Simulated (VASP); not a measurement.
## Sb2Se3 (Antimonselite): relaxation of cell and atoms with PBE+D3(BJ)

The system is Sb2Se3 (Antimonselite).

```
Sb Se
1.0
    11.65645    0.00000    0.00000
     0.00000    3.98698    0.00000
     0.00000    0.00000   11.34844
Sb Se
8 12
Direct
  0.01947 0.25000 0.32899
  0.98053 0.75000 0.67101
  0.48053 0.75000 0.82899
  0.51947 0.25000 0.17101
  0.15190 0.75000 0.03916
  0.84810 0.25000 0.96084
  0.34810 0.25000 0.53916
  0.65190 0.75000 0.46084
  0.05570 0.25000 0.86736
  0.94430 0.75000 0.13264
  0.44430 0.75000 0.36736
  0.55570 0.25000 0.63264
  0.12889 0.75000 0.44701
  0.87111 0.25000 0.55299
  0.37111 0.25000 0.94701
  0.62889 0.75000 0.05299
  0.21650 0.25000 0.19833
  0.78350 0.75000 0.80167
  0.28350 0.75000 0.69833
  0.71650 0.25000 0.30167
```

```json
{
  "Program": "VASP 6.6.1",
  "Task": "relaxation of cell and atoms",
  "Functional": "PBE",
  "Dispersion": "D3(BJ)",
  "Potentials or basis": "VASP PAW PBE potentials, release 64 (Sb, Se)",
  "Cutoff": "600 eV",
  "k mesh": "4 × 8 × 4",
  "Occupations": "gaussian, width 0.03 eV",
  "Spin": "no spin polarisation",
  "Further INCAR settings": "ALGO = Normal; EDIFF = 1e-07; IBRION = 2; EDIFFG = -0.005; NSW = 90; ISIF = 3"
}
```

```json
{
  "Relaxed volume": "26.38 Å³/atom",
  "Relaxed cell": "a = 11.655 Å, b = 3.988 Å, c = 11.348 Å, α = 90.00°, β = 90.00°, γ = 90.00°",
  "Space group after relaxing (to 0.05 Å)": "Pnma (No. 62)",
  "Energy gained by relaxing": "0.0 meV/atom",
  "Ionic steps": "4",
  "Pressure after relaxing": "0.0 GPa",
  "Largest force after relaxing": "0.005 eV/Å",
  "Band gap on the k mesh": "0.82 eV, indirect (least direct gap 0.84 eV)",
  "Dispersion energy per atom": "-0.407 eV"
}
```

Forces in eV/Å, atoms in the order of the input:
```
Sb  -0.005  0.000  0.001
Sb   0.005  0.000 -0.001
Sb   0.005  0.000  0.001
Sb  -0.005  0.000 -0.001
Sb   0.000  0.000  0.002
Sb   0.000  0.000 -0.002
Sb   0.000  0.000  0.002
Sb   0.000  0.000 -0.002
Se   0.003  0.000  0.000
Se  -0.003  0.000  0.000
Se  -0.003  0.000  0.000
Se   0.003  0.000  0.000
Se   0.000  0.000 -0.003
Se   0.000  0.000  0.003
Se   0.000  0.000 -0.003
Se   0.000  0.000  0.003
Se   0.000  0.000  0.000
Se   0.000  0.000  0.000
Se   0.000  0.000  0.000
Se   0.000  0.000  0.000
```

Final structure:
```yaml
crystal:
  lattice:
    - [11.65548, 0.00000, 0.00000]
    - [0.00000, 3.98827, 0.00000]
    - [0.00000, 0.00000, 11.34798]
  atoms:
    - { symbol: Sb, position: [0.01946, 0.25000, 0.32896] }
    - { symbol: Sb, position: [0.98054, 0.75000, 0.67104] }
    - { symbol: Sb, position: [0.48054, 0.75000, 0.82896] }
    - { symbol: Sb, position: [0.51946, 0.25000, 0.17104] }
    - { symbol: Sb, position: [0.15189, 0.75000, 0.03923] }
    - { symbol: Sb, position: [0.84811, 0.25000, 0.96077] }
    - { symbol: Sb, position: [0.34811, 0.25000, 0.53923] }
    - { symbol: Sb, position: [0.65189, 0.75000, 0.46077] }
    - { symbol: Se, position: [0.05569, 0.25000, 0.86733] }
    - { symbol: Se, position: [0.94431, 0.75000, 0.13267] }
    - { symbol: Se, position: [0.44431, 0.75000, 0.36733] }
    - { symbol: Se, position: [0.55569, 0.25000, 0.63267] }
    - { symbol: Se, position: [0.12887, 0.75000, 0.44693] }
    - { symbol: Se, position: [0.87113, 0.25000, 0.55307] }
    - { symbol: Se, position: [0.37113, 0.25000, 0.94693] }
    - { symbol: Se, position: [0.62887, 0.75000, 0.05307] }
    - { symbol: Se, position: [0.21642, 0.25000, 0.19840] }
    - { symbol: Se, position: [0.78358, 0.75000, 0.80160] }
    - { symbol: Se, position: [0.28358, 0.75000, 0.69840] }
    - { symbol: Se, position: [0.71642, 0.25000, 0.30160] }
```

Levels at points of the mesh, in eV from the valence-band top:
| k point | band 53 | band 54 | band 55 | band 56 | band 57 | band 58 | band 59 | band 60 |
| --- | --- | --- | --- | --- | --- | --- | --- | --- |
| (0.00, 0.00, 0.00) | -0.48 | -0.21 | -0.14 | -0.13 | 0.91 | 1.17 | 1.21 | 1.46 |
| (0.50, 0.00, 0.00) | -0.29 | -0.29 | -0.04 | -0.04 | 1.04 | 1.04 | 1.22 | 1.22 |
| (0.00, 0.50, 0.00) | -0.73 | -0.73 | -0.28 | -0.28 | 1.39 | 1.39 | 1.70 | 1.70 |
| (0.50, 0.50, 0.00) | -0.46 | -0.46 | -0.46 | -0.46 | 1.73 | 1.73 | 1.73 | 1.73 |
| (0.00, 0.00, 0.50) | -0.40 | -0.40 | -0.26 | -0.26 | 0.92 | 0.92 | 1.61 | 1.61 |
| (0.50, 0.00, 0.50) | -0.46 | -0.46 | -0.41 | -0.41 | 0.93 | 0.93 | 1.69 | 1.69 |
| (0.00, 0.50, 0.50) | -0.81 | -0.81 | -0.65 | -0.65 | 1.26 | 1.26 | 1.58 | 1.58 |
| (0.50, 0.50, 0.50) | -0.95 | -0.95 | -0.95 | -0.95 | 1.53 | 1.53 | 1.53 | 1.53 |

Wall time 20 min on 4 MPI ranks on Intel(R) Xeon(R) 6975P-C (Granite Rapids) (shared host), peak memory 1.7 GiB a rank.

Caveat: spin-orbit coupling is left out, which moves the levels of the heavy elements. A k mesh can miss the band edges.
